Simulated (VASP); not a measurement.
# Te2Mo in VASP: settings compared, part 2 of 2

VASP 6.6.1.

## Step 3: Relaxation of cell and atoms, r2SCAN+rVV10

This run uses another cell than the first one, of 77.20 Å³/atom, 1.030 times its volume.

File INCAR:

```
PREC = Accurate
ENCUT = 600
EDIFF = 1E-6
ISMEAR = 0
SIGMA = 0.03
LREAL = False
LASPH = True
NELM = 120
ALGO = Normal
ISIF = 3
LWAVE = False
LCHARG = False
METAGGA = R2SCAN
LMIXTAU = True
LUSE_VDW = True
IVDW_NL = 2
BPARAM = 11.95
CPARAM = 0.0093
IBRION = 2
NSW = 90
EDIFFG = -0.01
LATTICE_CONSTRAINTS = .TRUE. .TRUE. .FALSE.
KPAR = 2
```

File KPOINTS:

```
Automatic mesh
0
Gamma
  12 12 1
```

File POSCAR:

```
Te2Mo
1.0
    3.5182000000      0.0000000000      0.0000000000
   -1.7591000000      3.0468505800      0.0000000000
    0.0000000000      0.0000000000     21.6051888000
Te Mo
2 1
Direct
    0.3333333300      0.6666666700      0.4165666000
    0.3333333300      0.6666666700      0.5834334000
    0.6666666700      0.3333333300      0.5000000000
```

Potentials or basis: VASP PAW PBE potentials, release 64 (Te, Mo_sv).

The run is started by

```sh
cat potpaw_PBE.64/Te/POTCAR potpaw_PBE.64/Mo_sv/POTCAR > POTCAR
mpirun -np 2 vasp_std > vasp.out
```

OUTCAR:

```text
PREC = Accurate
   ENCUT = 600
   EDIFF = 1E-6
   ISMEAR = 0
   LREAL = False
   LASPH = True
   NELM = 120
   ISIF = 3
   METAGGA = R2SCAN
   IVDW_NL = 2
   BPARAM = 11.95
   IBRION = 2
   NSW = 90
   EDIFFG = -0.01

 ion  position               nearest neighbor table
   1  0.333  0.667  0.417-   3 2.72   3 2.72   3 2.72   2 3.61
   2  0.333  0.667  0.583-   3 2.72   3 2.72   3 2.72   1 3.61
   3  0.667  0.333  0.500-   1 2.72   2 2.72   1 2.72   2 2.72   1 2.72   2 2.72

  LATTYP: Found a hexagonal cell.
 ALAT       =     3.5182000000
 C/A-ratio  =     6.1409780001

  Lattice vectors:

 A1 = (   3.5182000000,   0.0000000000,   0.0000000000)
 A2 = (  -1.7591000000,   3.0468505800,   0.0000000000)
 A3 = (   0.0000000000,   0.0000000000,  21.6051888000)

Analysis of symmetry for initial positions (statically):
=====================================================================
 Subroutine PRICEL returns:
 Original cell was already a primitive cell.

 Routine SETGRP: Setting up the symmetry group for a
 hexagonal supercell.

 Subroutine GETGRP returns: Found 12 space group operations
 (whereof 12 operations were pure point group operations)
 out of a pool of 24 trial point group operations.

The static configuration has the point symmetry D_3h.

Analysis of symmetry for dynamics (positions and initial velocities):
=====================================================================
 Subroutine PRICEL returns:
 Original cell was already a primitive cell.

 Routine SETGRP: Setting up the symmetry group for a
 hexagonal supercell.

 Subroutine GETGRP returns: Found 12 space group operations
 (whereof 12 operations were pure point group operations)
 out of a pool of 24 trial point group operations.

The dynamic configuration has the point symmetry D_3h.

 Subroutine INISYM returns: Found 12 space group operations
 (whereof 12 operations are pure point group operations),
[... 101 lines left out ...]
   TEBEG  =    0.0;   TEEND  =   0.0 temperature during run
   PSTRESS=    0.0 pullay stress
   NELECT =      26.0000    total number of electrons
   NUPDOWN=      -1.0000    fix difference up-down
   EMIN   =  10.00;   EMAX   =-10.00  energy-range for DOS
   EFERMI =   0.00;   METHOD = LEGACY
   ISMEAR =     0;   SIGMA  =   0.03  broadening in eV -4-tet -1-fermi 0-gaus
   EFERMI_NEDOS =   21; number of points for ismear=-14 and -15
   IALGO  =     38    algorithm
   IMIX   =      4    mixing-type and parameters
     AMIX     =   0.40;   BMIX     =  1.00
     AMIX_MAG =   1.60;   BMIX_MAG =  1.00
  volume/ion in A,a.u.               =      77.20       520.96
  Fermi-wavevector in a.u.,A,eV,Ry     =   0.789750  1.492410  8.486012  0.623704
  Thomas-Fermi vector in A             =   1.894954
   LORBIT       =      0    0 simple, 1 ext, 2 COOP (PROOUT), +10 PAW based schemes
   METAGGA = R2SCAN    functional components
   LHFCALC =     F    Hartree Fock is set to
   AEXX    =    0.0000 exact exchange contribution
   IVDW_NL    =     2    kernel type
   BPARAM     =11.9500
   IVDW    =     0    specifies the selected vdW correction
   LEPSILON=     F    determine dielectric tensor
   LRPA    =     F    only Hartree local field effects (RPA)
 conjugate gradient relaxation of ions
 non-spin polarized calculation
 Gauss-broadening in eV      SIGMA  =   0.03
  energy-cutoff  :      600.00
  volume of cell :      231.60
 maximum number of plane-waves:      7761
   NGX = 15   NGY = 15   NGZ = 87

--------------------------------------- Ionic step        1  -------------------------------------------

 number of electron      26.0000001 magnetization

 Free energy of the ion-electron system (eV)
  ---------------------------------------------------
  ext. energy  EPLUGINS =         0.00000000
  ---------------------------------------------------
  free energy    TOTEN  =       -77.00510027 eV

  energy without entropy =      -77.00510027  energy(sigma->0) =      -77.00510027

------------------------ aborting loop because EDIFF is reached ----------------------------------------

  FORCE on cell =-STRESS in cart. coord.  units (eV):
  Direction    XX          YY          ZZ          XY          YZ          ZX
  --------------------------------------------------------------------------------------
  -------------------------------------------------------------------------------------
  Total        0.6164404      0.6164404      0.1481832     -0.0000000      0.0000000      0.0000000
  in kB        4.2645377      4.2645377      1.0251317     -0.0000000      0.0000000      0.0000000
  external PRESSURE =       3.1847357 kB  Pullay stress =       0.0000000 kB
[... 135 lines left out ...]
--------------------------------------- Ionic step        5  -------------------------------------------

 number of electron      26.0000002 magnetization

 Free energy of the ion-electron system (eV)
  ---------------------------------------------------
  ext. energy  EPLUGINS =         0.00000000
  ---------------------------------------------------
  free energy    TOTEN  =       -77.00925983 eV

  energy without entropy =      -77.00925983  energy(sigma->0) =      -77.00925983

 E-fermi :  -0.8163     XC(G=0):  -3.9431

 val. band max:       -0.9404939363   @ k =   0.3333   0.3333   0.0000
 cond. band min:       0.2275203093   @ k =   0.3333   0.3333   0.0000
 fundamental gap:      1.1680142456
 Fermi energy:        -0.8163093778

 k-point     1 :       0.0000    0.0000    0.0000
  band No.  band energies     occupation
      1     -63.5625      2.00000
      2     -36.9940      2.00000
      3     -36.8879      2.00000
      4     -36.8879      2.00000
      5     -14.0962      2.00000
      6     -13.0470      2.00000
[... 399 lines left out ...]
  FREE ENERGIE OF THE ION-ELECTRON SYSTEM (eV)
  ---------------------------------------------------
  free  energy   TOTEN  =       -77.0092598346 eV

  energy  without entropy=      -77.0092598346  energy(sigma->0) =      -77.00925983

 reached required accuracy - stopping structural energy minimisation
```

CONTCAR:

```text
Te2Mo
   1.00000000000000
     3.5437058401061585   -0.0000000000000000    0.0000000000000000
    -1.7718529200530793    3.0689392855727631    0.0000000000000000
     0.0000000000000000    0.0000000000000000   21.6051888000000005
  Te              Mo
     2     1
Direct
     0.3333333300000021    0.6666666699999979    0.4168490076541888
     0.3333333300000021    0.6666666699999979    0.5831509923458112
     0.6666666699999979    0.3333333300000021    0.5000000000000000

  0.00000000E+00  0.00000000E+00  0.00000000E+00
  0.00000000E+00  0.00000000E+00  0.00000000E+00
  0.00000000E+00  0.00000000E+00  0.00000000E+00
```

Wall time 88 min (2 MPI ranks of Intel Xeon Platinum 8259CL at 2.50GHz (Skylake/Cascade Lake), shared host); peak memory 0.98 GiB.

Results:

| Item | Value |
| --- | --- |
| Free energy | -77.0093 eV |
| Relaxed volume | 78.32 Å³/atom |
| Relaxed cell | a = 3.544 Å, b = 3.544 Å, c = 21.605 Å, α = 90.00°, β = 90.00°, γ = 120.00° |
| Space group after relaxing (to 0.05 Å) | P-6m2 (No. 187) |
| Energy gained by relaxing | 1.4 meV/atom |
| Ionic steps | 5 |
| Band gap on the k mesh | 1.17 eV, direct |

The path:
```tsv
step	energy change (eV)	largest force (eV/Å)	pressure (GPa)	volume (Å³)
1	0.0000	0.0467	0.32	231.60
2	-0.0017	0.1652	-0.32	236.21
3	-0.0035	0.0774	-0.06	234.24
4	-0.0040	0.0420	-0.03	234.57
5	-0.0042	0.0007	0.00	234.97
```

Final structure:
```xyz
3
Lattice="3.5437 0.0000 0.0000 -1.7719 3.0689 0.0000 0.0000 0.0000 21.6052" Properties=species:S:1:pos:R:3 pbc="T T T"
Te    0.0000    2.0460    9.0061
Te    0.0000    2.0460   12.5991
Mo    1.7719    1.0230   10.8026
```

Levels at points of the mesh, in eV from the valence-band top:
```tsv
k point	band 11	band 12	band 13	band 14	band 15	band 16
(0.00, 0.00, 0.00)	-0.99	-0.99	-0.46	3.22	3.22	3.53
(0.50, 0.00, 0.00)	-1.75	-0.78	-0.42	1.50	1.88	3.55
```

Caveat: the PAW data sets were made with another functional, which shifts forces and pressure a little; spin-orbit coupling is left out, which moves the levels of the heavy elements. r2SCAN opens gaps a little over a GGA but as a rule still falls short of measured ones.
